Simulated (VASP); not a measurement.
# CdH2 (Fm-3m) in VASP: single point with PBE

Aim: the single point of CdH2 with PBE.

All numbers are computed with VASP 6.6.1; they aren't measurements. Logs are shortened: lines on timing, memory, paths and dates and some standing lists are left out, and cuts for length are marked.

## Step 1: The structure

The structure is cubic, space group Fm-3m (No. 225). The conventional cell has a = 5.106 Å, b = 5.106 Å, c = 5.106 Å, α = 90.00°, β = 90.00°, γ = 90.00°. Cd (site symmetry m-3m) has 8 H at 2.21 Å as nearest neighbours. Around H (site symmetry -43m) lie 4 Cd at 2.21 Å.

The cell comes from a database or a generator and needn't be the stable form of this composition.

## Step 2: Single point, PBE

Input file INCAR:

```
SYSTEM = CdH2
PREC = Accurate
ENCUT = 520
EDIFF = 1E-6
ISMEAR = -1
SIGMA = 0.05
LREAL = .False.
LASPH = .True.
NELM = 100
ALGO = Normal
ISIF = 2
LWAVE = .False.
LCHARG = .False.
GGA = PE
NBANDS = 14
```

Input file KPOINTS:

```
Automatic mesh
0
Gamma
  11 11 11
  0 0 0
```

Input file POSCAR:

```
CdH2
1.0
    0.0000000000      2.5527748203      2.5527748203
    2.5527748203      0.0000000000      2.5527748203
    2.5527748203      2.5527748203      0.0000000000
Cd H
1 2
Direct
    0.0000000000      0.0000000000      0.0000000000
    0.2500000000      0.2500000000      0.2500000000
    0.7500000000      0.7500000000      0.7500000000
```

Potentials or basis: VASP PAW PBE potentials, release 64 (Cd, H).

Command:

```sh
$ cat potpaw_PBE.64/Cd/POTCAR potpaw_PBE.64/H/POTCAR > POTCAR
$ mpirun -np 1 vasp_std > vasp.out
```

OUTCAR:

```text
SYSTEM = CdH2
   PREC = Accurate
   ENCUT = 520
   EDIFF = 1E-6
   ISMEAR = -1
   LREAL = .False.
   LASPH = .True.
   NELM = 100
   ISIF = 2
   GGA = PE

 ion  position               nearest neighbor table
   1  0.000  0.000  0.000-   3 2.21   3 2.21   3 2.21   2 2.21   3 2.21   2 2.21   2 2.21   2 2.21

   2  0.250  0.250  0.250-   1 2.21   1 2.21   1 2.21   1 2.21
   3  0.750  0.750  0.750-   1 2.21   1 2.21   1 2.21   1 2.21

  LATTYP: Found a face centered cubic cell.
 ALAT       =     5.1055496406

  Lattice vectors:

 A1 = (   0.0000000000,   2.5527748203,   2.5527748203)
 A2 = (   2.5527748203,   0.0000000000,   2.5527748203)
 A3 = (   2.5527748203,   2.5527748203,   0.0000000000)

Analysis of symmetry for initial positions (statically):
=====================================================================
 Subroutine PRICEL returns:
 Original cell was already a primitive cell.

 Routine SETGRP: Setting up the symmetry group for a
 face centered cubic supercell.

 Subroutine GETGRP returns: Found 48 space group operations
 (whereof 48 operations were pure point group operations)
 out of a pool of 48 trial point group operations.

The static configuration has the point symmetry O_h .

Analysis of symmetry for dynamics (positions and initial velocities):
=====================================================================
 Subroutine PRICEL returns:
 Original cell was already a primitive cell.

 Routine SETGRP: Setting up the symmetry group for a
 face centered cubic supercell.

 Subroutine GETGRP returns: Found 48 space group operations
 (whereof 48 operations were pure point group operations)
 out of a pool of 48 trial point group operations.

The dynamic configuration has the point symmetry O_h .

 Subroutine INISYM returns: Found 48 space group operations
 (whereof 48 operations are pure point group operations),
 and found     1 'primitive' translations

----------------------------------------------------------------------------------------

                                     Primitive cell

  volume of cell :      33.2711

  direct lattice vectors                    reciprocal lattice vectors
     0.000000000  2.552774820  2.552774820    -0.195865298  0.195865298  0.195865298
     2.552774820  0.000000000  2.552774820     0.195865298 -0.195865298  0.195865298
     2.552774820  2.552774820  0.000000000     0.195865298  0.195865298 -0.195865298

  length of vectors
     3.610168773  3.610168773  3.610168773     0.339248647  0.339248647  0.339248647

  position of ions in fractional coordinates (direct lattice)
     0.000000000  0.000000000  0.000000000
     0.250000000  0.250000000  0.250000000
     0.750000000  0.750000000  0.750000000

  ion indices of the primitive-cell ions
   primitive index   ion index
                 1           1
                 2           2
                 3           3

----------------------------------------------------------------------------------------

 KPOINTS: Automatic mesh

Automatic generation of k-mesh.
 Grid dimensions read from file:
 generate k-points for:   11   11   11

 Generating k-lattice:

  Cartesian coordinates                     Fractional coordinates (reciprocal lattice)
    -0.017805936  0.017805936  0.017805936     0.090909091  0.000000000  0.000000000
     0.017805936 -0.017805936  0.017805936     0.000000000  0.090909091  0.000000000
     0.017805936  0.017805936 -0.017805936     0.000000000  0.000000000  0.090909091

  Length of vectors
     0.030840786  0.030840786  0.030840786

  Shift w.r.t. Gamma in fractional coordinates (k-lattice)
     0.000000000  0.000000000  0.000000000

 Subroutine IBZKPT returns following result:
 ===========================================

 Found     56 irreducible k-points:

 Following reciprocal coordinates:
            Coordinates               Weight
  0.000000  0.000000  0.000000      1.000000
  0.090909  0.000000  0.000000      8.000000
  0.181818  0.000000  0.000000      8.000000
  0.272727  0.000000  0.000000      8.000000
  0.363636  0.000000  0.000000      8.000000
  0.454545  0.000000  0.000000      8.000000
[... 16 lines left out ...]
 -0.272727  0.181818  0.000000     24.000000
 -0.181818  0.181818  0.000000     12.000000
 [... further k-points ...]
   k-points           NKPTS =     56   k-points in BZ     NKDIM =     56   number of bands    NBANDS=     14
   number of dos      NEDOS =    301   number of ions     NIONS =      3
   total plane-waves  NPLWV =  21952
   dimension x,y,z NGX =    28 NGY =   28 NGZ =   28
   dimension x,y,z NGXF=    56 NGYF=   56 NGZF=   56
   ions per type =               1   2
   NGX,Y,Z   is equivalent  to a cutoff of  12.89, 12.89, 12.89 a.u.
   NGXF,Y,Z  is equivalent  to a cutoff of  25.79, 25.79, 25.79 a.u.
 SYSTEM =  CdH2
   PREC   = accura    normal or accurate (medium, high low for compatibility)
   ISTART =      0    job   : 0-new  1-cont  2-samecut
   ICHARG =      2    charge: 1-file 2-atom 10-const
   ISPIN  =      1    spin polarized calculation?
   LNONCOLLINEAR =      F non collinear calculations
   LSORBIT =      F    spin-orbit coupling
   LASPH  =      T    aspherical Exc in radial PAW
   ENCUT  =  520.0 eV  38.22 Ry    6.18 a.u.   6.71  6.71  6.71*2*pi/ulx,y,z
   NELM   =    100;   NELMIN=  2; NELMDL= -5     # of ELM steps
   EDIFF  = 0.1E-05   stopping-criterion for ELM
   LREAL  =      F    real-space projection
   EDIFFG = 0.1E-04   stopping-criterion for IOM
   NSW    =      0    number of steps for IOM
   IBRION =     -1    ionic relax: 0-MD 1-quasi-New 2-CG
   NFREE  =      0    steps in history (QN), initial steepest desc. (CG)
   ISIF   =      2    stress and relaxation
   ISYM   =      2    0-nonsym 1-usesym 2-fastsym
   POTIM  = 0.5000    time-step for ionic-motion
   TEBEG  =    0.0;   TEEND  =   0.0 temperature during run
   PSTRESS=    0.0 pullay stress
   NELECT =      14.0000    total number of electrons
   NUPDOWN=      -1.0000    fix difference up-down
   EMIN   =  10.00;   EMAX   =-10.00  energy-range for DOS
   EFERMI =   0.00;   METHOD = LEGACY
   ISMEAR =    -1;   SIGMA  =   0.05  broadening in eV -4-tet -1-fermi 0-gaus
   EFERMI_NEDOS =   21; number of points for ismear=-14 and -15
   IALGO  =     38    algorithm
   IMIX   =      4    mixing-type and parameters
     AMIX     =   0.40;   BMIX     =  1.00
     AMIX_MAG =   1.60;   BMIX_MAG =  1.00
  volume/ion in A,a.u.               =      11.09        74.84
  Fermi-wavevector in a.u.,A,eV,Ry     =   1.226766  2.318251 20.476148  1.504954
  Thomas-Fermi vector in A             =   2.361754
   LORBIT       =      0    0 simple, 1 ext, 2 COOP (PROOUT), +10 PAW based schemes
   GGA     = PE    functional components
[... 5 lines left out ...]
 non-spin polarized calculation
  energy-cutoff  :      520.00
  volume of cell :       33.27
 maximum number of plane-waves:       914
   NGX = 13   NGY = 13   NGZ = 13

 number of electron      14.0000005 magnetization

 Free energy of the ion-electron system (eV)
  ---------------------------------------------------
  ext. energy  EPLUGINS =         0.00000000
  ---------------------------------------------------
  free energy    TOTEN  =        -5.82222498 eV

  energy without entropy =       -5.81606641  energy(sigma->0) =       -5.81914569

 E-fermi :   1.2692     XC(G=0):  -9.9193

 val. band max:        1.2571691271   @ k =  -0.4545   0.3636   0.0000
 cond. band min:       1.3302592272   @ k =   0.2727   0.1818   0.0909
 fundamental gap:      0.0730901002
 Fermi energy:         1.2691602151

 k-point     1 :       0.0000    0.0000    0.0000
  band No.  band energies     occupation
      1      -8.0195      2.00000
      2      -7.2864      2.00000
      3      -7.2864      2.00000
      4      -7.2864      2.00000
      5      -7.0372      2.00000
      6      -7.0372      2.00000
      7       1.6838      0.00050
      8      11.6801      0.00000
      9      11.7499      0.00000
     10      11.7499      0.00000
     11      11.7499      0.00000
     12      13.4159      0.00000
     13      13.4159      0.00000
     14      13.4159      0.00000

 k-point     2 :       0.0909    0.0000    0.0000
  band No.  band energies     occupation
      1      -7.8842      2.00000
      2      -7.3123      2.00000
      3      -7.2705      2.00000
      4      -7.2705      2.00000
      5      -7.0395      2.00000
      6      -7.0395      2.00000
      7       1.6475      0.00103
      8       9.8780      0.00000
      9      11.2105      0.00000
     10      11.2623      0.00000
     11      11.2623      0.00000
     12      14.0906      0.00000
     13      14.0906      0.00000
     14      14.8267      0.00000

 k-point     3 :       0.1818    0.0000    0.0000
  band No.  band energies     occupation
      1      -7.6650      2.00000
      2      -7.2381      2.00000
      3      -7.2381      2.00000
      4      -7.1854      2.00000
      5      -7.0346      2.00000
      6      -7.0346      2.00000
      7       1.3914      0.15978
      8       7.8603      0.00000
      9      10.1441      0.00000
     10      10.5360      0.00000
     11      10.5360      0.00000
     12      14.7677      0.00000
     13      14.7677      0.00000
     14      15.7827      0.00000
[... 324 lines left out ...]
 k-point    23 :      -0.2727    0.1818    0.0000
  band No.  band energies     occupation
      1      -7.6542      2.00000
      2      -7.3982      2.00000
      3      -7.1394      2.00000
      4      -7.0693      2.00000
      5      -7.0405      2.00000
      6      -5.2073      2.00000
      7      -0.1964      2.00000
      8       4.1785      0.00000
      9       7.6683      0.00000
     10       9.4225      0.00000
     11       9.6928      0.00000
     12      14.4997      0.00000
     13      16.5077      0.00000
     14      16.7251      0.00000

 k-point    24 :      -0.1818    0.1818    0.0000
  band No.  band energies     occupation
      1      -7.5226      2.00000
      2      -7.4534      2.00000
      3      -7.1539      2.00000
      4      -7.0888      2.00000
      5      -7.0706      2.00000
      6      -6.1496      2.00000
      7       0.7458      1.99994
      8       5.2682      0.00000
      9       8.5269      0.00000
     10       9.2821      0.00000
     11      10.5506      0.00000
     12      14.4566      0.00000
     13      14.9195      0.00000
     14      15.9953      0.00000

 [... further k-points ...]

------------------------ aborting loop because EDIFF is reached ----------------------------------------

  FORCE on cell =-STRESS in cart. coord.  units (eV):
  Direction    XX          YY          ZZ          XY          YZ          ZX
  --------------------------------------------------------------------------------------
  -------------------------------------------------------------------------------------
  Total        0.0531109      0.0531109      0.0531109      0.0000000     -0.0000000      0.0000000
  in kB        2.5575671      2.5575671      2.5575671      0.0000000     -0.0000000      0.0000000
  external PRESSURE =       2.5575671 kB  Pullay stress =       0.0000000 kB

 VOLUME and BASIS-vectors are now :
 -----------------------------------------------------------------------------
  energy-cutoff  :      520.00
  volume of cell :       33.27
      direct lattice vectors                 reciprocal lattice vectors
     0.000000000  2.552774820  2.552774820    -0.195865298  0.195865298  0.195865298
     2.552774820  0.000000000  2.552774820     0.195865298 -0.195865298  0.195865298
     2.552774820  2.552774820  0.000000000     0.195865298  0.195865298 -0.195865298

 POSITION                                       TOTAL-FORCE (eV/Angst)
 -----------------------------------------------------------------------------------
      0.00000      0.00000      0.00000        -0.000000     -0.000000     -0.000000
      1.27639      1.27639      1.27639        -0.000000     -0.000000     -0.000000
      3.82916      3.82916      3.82916         0.000000      0.000000      0.000000
 -----------------------------------------------------------------------------------
    total drift:                               -0.000000     -0.000000      0.000000

  FREE ENERGIE OF THE ION-ELECTRON SYSTEM (eV)
  ---------------------------------------------------
  free  energy   TOTEN  =        -5.8222249772 eV

  energy  without entropy=       -5.8160664072  energy(sigma->0) =       -5.81914569
```

It took 24 s on 1 thread of Intel Xeon Platinum 8375C at 2.90GHz (Ice Lake), shared host; peak memory 0.17 GiB.

What came out:

```yaml
Free_energy: -5.8222 eV
Pressure: 0.3 GPa
Band_gap_on_the_k_mesh: none (metal or under the smearing width)
```
